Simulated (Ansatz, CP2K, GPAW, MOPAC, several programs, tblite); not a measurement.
What each method gives for MgO (CsCl type)

MgO (CsCl type), relaxed with r2SCAN in Ansatz, was computed with several methods. Space group Pm-3m (No. 221), cubic; a = 2.623 Å in the conventional setting, 9.03 Å³ an atom. Around Mg lie 8 O at 2.27 Å; around O lie 8 Mg at 2.27 Å. The structure was generated, not taken from experiment, and needn't be the ground state; spin polarisation is off.

Space group Pm-3m (No. 221). a = 2.623 Å, b = 2.623 Å, c = 2.623 Å, α = 90.00°, β = 90.00°, γ = 90.00°
```json
{"atom": "Mg", "site": "1a", "symmetry": "m-3m", "x": "0.0000", "y": "0.0000", "z": "0.0000"}
{"atom": "O", "site": "1b", "symmetry": "m-3m", "x": "0.5000", "y": "0.5000", "z": "0.5000"}
```

Gaps and times are for a single point on this cell; volume and bulk modulus come from each method's own relaxation or energy curve at fixed shape. Times are rough, from shared hosts (Arm Neoverse V2), and each method has its own mesh and cell size. A dagger marks a closed or tiny gap in a crystal that DFT finds insulating: a failure of the method or a wrong SCF state. PM6 (MOPAC), PM7 (MOPAC), GFN1-xTB (tblite), GFN2-xTB (tblite) treat a cluster of cells at its zone centre, which samples few k points: where these miss a band edge, the gap comes out too large for that reason alone. Gaps from k meshes are read at a limited set of points (mesh, symmetry points, PBE's band edges), so each method's own least gap may be somewhat smaller. xTB and the PM methods were fitted mostly to molecules, and can miss a solid's gap by electronvolts. Minimal bases can be far off for gaps. GLLB-SC's gap includes the derivative discontinuity. d marks a direct gap, i an indirect one (no mark: not told apart), a dash a value that wasn't computed or didn't pass its checks.

```
                              method              kind  gap (eV)  own volume (Å³/atom)  bulk modulus (GPa)  atoms computed  processor time
light PBE (260 eV and a coarse mesh)  light plane-wave    2.55 i                     –                   –               2          0.44 s
                                 PBE         semilocal    2.64 i                  9.41                 138               2             1 s
                              r2SCAN         semilocal    3.49 i                  9.03                 158               2             2 s
                      GLLB-SC (GPAW)   model potential      5.26                     –                   –               2             4 s
                         PM7 (MOPAC)    semi-empirical      2.50                     –                   –             128           4.9 s
                         PM6 (MOPAC)    semi-empirical     0.00†                     –                   –             128           6.6 s
                      PBE/SZV (CP2K)       small basis     0.00†                     –                   –               2           6.7 s
                   GFN1-xTB (tblite)     tight binding     0.00†                     –                   –             128           7.3 s
                     PBE/DZVP (CP2K)       small basis    2.35 i                  9.69                 132               2           9.2 s
              PBE/single zeta (GPAW)       small basis    2.14 i                     –                   –               2            13 s
                   GFN2-xTB (tblite)     tight binding     0.00†                     –                   –             128            25 s
```

Against r2SCAN (3.49 eV) and with closed or daggered gaps left aside, the nearest gap at the points sampled is that of PBE (-0.85 eV) and the farthest that of GLLB-SC (GPAW) (+1.77 eV). r2SCAN is only a yardstick of convenience: semilocal gaps usually lie below measured ones, which GLLB-SC and hybrids aim to mend.

Volumes against r2SCAN's: PBE +4.2 %, PBE/DZVP (CP2K) +7.4 %.
